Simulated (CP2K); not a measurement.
A run of CP2K 2026.2 is set up as follows.

Contents of znse_scf.inp:

```
&GLOBAL
  PROJECT znse_scf
  RUN_TYPE ENERGY_FORCE
  PRINT_LEVEL LOW
&END GLOBAL
&FORCE_EVAL
  METHOD QS
  STRESS_TENSOR ANALYTICAL
  &DFT
    BASIS_SET_FILE_NAME BASIS_MOLOPT
    POTENTIAL_FILE_NAME GTH_POTENTIALS
    &MGRID
      CUTOFF 450
      REL_CUTOFF 60
      NGRIDS 4
    &END MGRID
    &QS
      METHOD GPW
      EPS_DEFAULT 1.0E-9
    &END QS
    &KPOINTS
      SCHEME MONKHORST-PACK 8 8 8
      GAMMA_CENTERED T
      SYMMETRY T
      SYMMETRY_BACKEND SPGLIB
    &END KPOINTS
    &SCF
      SCF_GUESS ATOMIC
      EPS_SCF 1.0E-6
      MAX_SCF 100
      ADDED_MOS 10
      CHOLESKY OFF
      EPS_EIGVAL 1.0E-7
      &DIAGONALIZATION ON
        ALGORITHM STANDARD
      &END DIAGONALIZATION
      &MIXING ON
        METHOD BROYDEN_MIXING
        ALPHA 0.4
        BETA 1.5
        NBUFFER 8
      &END MIXING
      &SMEAR ON
        METHOD FERMI_DIRAC
        ELECTRONIC_TEMPERATURE [K] 580.226
      &END SMEAR
    &END SCF
    &XC
      &XC_FUNCTIONAL
        &GGA_X_PBE
        &END GGA_X_PBE
        &GGA_C_PBE
        &END GGA_C_PBE
      &END XC_FUNCTIONAL
    &END XC
    &PRINT
      &KPOINTS ON
      &END KPOINTS
      &MULLIKEN ON
      &END MULLIKEN
      &MO ON
        ENERGIES T
        OCCUPATION_NUMBERS T
        &EACH
          QS_SCF 0
        &END EACH
        ADD_LAST NUMERIC
      &END MO
    &END PRINT
  &END DFT
  &SUBSYS
    &CELL
      A 4.0075983931 0.0000000000 0.0000000000
      B 2.0037991965 3.4706820165 0.0000000000
      C 2.0037991965 1.1568940055 3.2721903857
      PERIODIC XYZ
    &END CELL
    &COORD
      Se  6.0113975896 3.4706820165 2.4541427893
      Zn  0.0000000000 0.0000000000 0.0000000000
    &END COORD
    &KIND Se
      BASIS_SET DZVP-MOLOPT-SR-GTH-q6
      POTENTIAL GTH-BLYP-q6
    &END KIND
    &KIND Zn
      BASIS_SET DZVP-MOLOPT-SR-GTH-q12
      POTENTIAL GTH-BLYP-q12
    &END KIND
    &PRINT
      &ATOMIC_COORDINATES ON
      &END ATOMIC_COORDINATES
      &CELL ON
      &END CELL
    &END PRINT
  &END SUBSYS
  &PRINT
    &FORCES ON
    &END FORCES
    &STRESS_TENSOR ON
    &END STRESS_TENSOR
  &END PRINT
&END FORCE_EVAL
```

Potentials or basis: GTH_POTENTIALS Se GTH-BLYP-q6, Zn GTH-BLYP-q12; DZVP-MOLOPT-SR-GTH basis.

Launch:

```bash
$ OMP_NUM_THREADS=1 cp2k.psmp -i znse_scf.inp -o znse_scf.out
```

Q: Estimate the band gap on the k mesh.

A: 1.22 eV, direct.

Q: Predict the Mulliken charges.

A: Se -0.02; Zn +0.02 e.

Q: Estimate the pressure.

A: 2.3 GPa.

Caveat: the potentials were made for another functional, which shifts forces and pressure; the basis of atomic orbitals isn't converged, which shifts pressures, moduli and gaps.

**The experiment to reproduce.**

From “Alloy Disordering Effects on the Thermal Conductivity and Energy Gap Temperature Dependence of Cd1−xZnxSe Ternary Crystals Grown by the Bridgman Method”, 2023, pmc:10253836, for a bulk crystal of ZnSe at 300 K: band gap 2.695 ± 0.003 eV (an exciton energy, a little under the gap).

Measured gap of ZnSe: 2.695 eV (an exciton energy, a little under the gap; 300 K; “Alloy Disordering Effects on the Thermal Conductivity and Energy Gap Temperature Dependence of Cd1−xZnxSe Ternary Crystals Grown by the Bridgman Method”, 2023, pmc:10253836). This calculation gives 1.22 eV (-1.47 eV). So large a miss can be the level of theory's own, or it may mean another phase, state or a wrong row. Spin-orbit coupling on Se is left out. The value is that of PBE in an atomic basis (GTH_POTENTIALS Se GTH-BLYP-q6, Zn GTH-BLYP-q12; DZVP-MOLOPT-SR-GTH basis), whose error adds to the functional's,, without temperature or zero-point motion. Semilocal functionals fall short of measured gaps as a rule.
